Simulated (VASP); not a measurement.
Wanted: the native input for a VASP 6.6.1 run.

* Task: single point
* Functional: PBE
* Potentials or basis: VASP PAW PBE potentials, release 64 (W_sv)
* Cutoff: 520 eV
* k mesh: 11 × 11 × 11
* Occupations: fermi-dirac, width 0.05 eV
* Spin: no spin polarisation
* Further INCAR settings: ALGO = Normal; EDIFF = 1e-07; NBANDS = 13

The structure of W lies in POSCAR:

```
W
1.0
    0.0119230000      2.0082280000      2.0318620000
    2.0297100000      0.0110640000      2.0327210000
    2.0541460000      2.0335240000     -0.0133730000
W
1
Direct
   -0.0067530000     -0.0087400000      0.0141000000
```

This isn't the form of W at room conditions, which is bcc.

The cell isn't the ideal one: cell strained at random at fixed volume.

The input as run:

INCAR

```
ALGO = Normal ; EDIFF = 1E-7
ENCUT = 520 ; GGA = PE
ISIF = 2 ; ISMEAR = -1
LASPH = True ; LCHARG = True
LELF = True ; LREAL = False
LVHAR = True ; LWAVE = False
NBANDS = 13 ; NELM = 100
PREC = Accurate ; SIGMA = 0.05
```

KPOINTS

```
k-points
0
Gamma
  11 11 11
```

Potentials or basis: VASP PAW PBE potentials, release 64 (W_sv).

Command:

```bash
$ cat potpaw_PBE.64/W_sv/POTCAR > POTCAR
$ mpirun -np 1 vasp_std > vasp.out
```

Results of the run:

```
Pressure               : -4.4 GPa
Band gap on the k mesh : none (metal or under the smearing width)
```

Wall time 69 s on 1 thread of Intel(R) Xeon(R) Platinum 8488C (Sapphire Rapids), on a shared host, peak memory 0.25 GiB.
